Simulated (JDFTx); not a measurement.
## MnO: single point with BLYP

MnO:

```
CELL_PARAMETERS angstrom
0.00000 2.22391 2.22391
2.22391 0.00000 2.22391
2.22391 2.22391 0.00000
ATOMIC_POSITIONS crystal
Mn 0.00000 0.00000 0.00000
O 0.50000 0.50000 0.50000
```

The cell is a database's computed one.

| Item | Value |
| --- | --- |
| Program | JDFTx 1.7.0 (patched build) |
| Task | single point |
| Functional | BLYP |
| Potentials or basis | PseudoDojo-SR-PBE-0.5-standard with smoothed tails |
| Cutoff | 1306 eV |
| Density cutoff | 10449 eV |
| k mesh | 10 × 10 × 10 |
| Occupations | fermi-dirac, width 0.05 eV |
| Spin | collinear spin, ferromagnetic start |
| Starting moments | [4.0, 0.0] μB |

```
Pressure               : 5.1 GPa
Band gap on the k mesh : none (metal or under the smearing width)
Net moment             : 4.79 μB per cell
Absolute moment        : 4.79 μB per cell
Site moments           : Mn +4.49; O +0.29 μB
Loewdin charges        : Mn +1.16; O -1.05 e
```

Levels at points of the mesh, in eV from the Fermi level:
Spin up:
```csv
k point,band 9,band 10,band 11,band 12,band 13,band 14
"(0.00, 0.00, 0.00)",-3.14,-3.14,-3.14,-2.63,-2.63,-0.10
"(0.00, 0.00, 0.50)",-2.28,-2.28,-1.86,0.19,0.19,4.03
"(0.00, 0.50, 0.50)",-4.07,-2.21,-2.02,-2.02,-1.87,5.27
```
Spin down:
| k point | band 6 | band 7 | band 8 | band 9 | band 10 | band 11 |
| --- | --- | --- | --- | --- | --- | --- |
| (0.00, 0.00, 0.00) | -3.31 | -3.31 | -3.31 | 0.69 | 0.69 | 0.69 |
| (0.00, 0.00, 0.50) | -7.33 | -4.82 | -4.82 | 1.91 | 1.93 | 1.93 |
| (0.00, 0.50, 0.50) | -6.32 | -4.28 | -4.28 | -0.82 | 1.94 | 2.15 |

It took 3.5 min on 1 thread of Arm Neoverse V2, with other jobs on the host, peak memory 0.22 GiB.

Caveat: the atomic charges don't sum to the cell's charge; the potentials were made for another functional, which shifts forces and pressure; a cell with one magnetic atom can't hold antiferromagnetic order, which such compounds often take; semilocal functionals often make such compounds metallic where correlation or magnetic order opens a gap, which also shifts bond lengths. With open d or f shells a metallic result of BLYP can be an artefact of self-interaction; +U or a hybrid may open a gap.
